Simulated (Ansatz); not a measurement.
**What a trial cell of Ca relaxes into**

All numbers below come from DFT PBE, scalar-relativistic, plane waves, PAW (Ansatz 0.2.0). Cutoff 420 eV, Γ-centred k mesh, Gaussian smearing, no spin polarisation in the final step.

The start puts Ca on the simple hexagonal structure type (P6/mmm, No. 191), at a guessed volume.

```yaml
crystal:
  lattice:
    - [3.79054, 0.00000, 0.00000]
    - [-1.89527, 3.28270, 0.00000]
    - [0.00000, 0.00000, 3.54178]
  atoms:
    - { symbol: Ca, position: [0.00000, 0.00000, 0.00000] }
```

Cell and atoms relax at zero pressure; the relaxation can't lower the symmetry of the start.

Energies count from the standard state of Ca at the same level.

Question: Describe the relaxed structure.

Answer: It keeps P6/mmm (No. 191). The result has the simple hexagonal structure. Conventional cell: a = 3.756 Å, c = 3.501 Å. Ca has 2 Ca at 3.50 Å and 6 Ca at 3.76 Å.

```cif
data_structure
_symmetry_space_group_name_H-M 'P6/mmm'
_symmetry_Int_Tables_number 191
_cell_length_a 3.7556
_cell_length_b 3.7556
_cell_length_c 3.5012
_cell_angle_alpha 90.000
_cell_angle_beta 90.000
_cell_angle_gamma 120.000
_cell_volume 42.77
loop_
_atom_site_label
_atom_site_type_symbol
_atom_site_symmetry_multiplicity
_atom_site_Wyckoff_symbol
_atom_site_fract_x
_atom_site_fract_y
_atom_site_fract_z
_atom_site_occupancy
Ca1 Ca 1 a 0.00000 0.00000 0.00000 1
```

Question: What are its volume, energy, density and gap?

Answer: The volume per atom is 42.77 Å³ and the density is 1.56 g/cm³. The energy over the standard structure is 0.23 eV/atom and the gap on the 18×18×16 mesh is 0 eV (a metal).

The final run used a 18×18×16 mesh on its 1-atom cell and 0.10 eV smearing. The k mesh leaves about 4 meV/atom of noise in metals. Symmetry constrained the relaxation, so the result can be a saddle point. The steps took of the order of 11 core-seconds in all.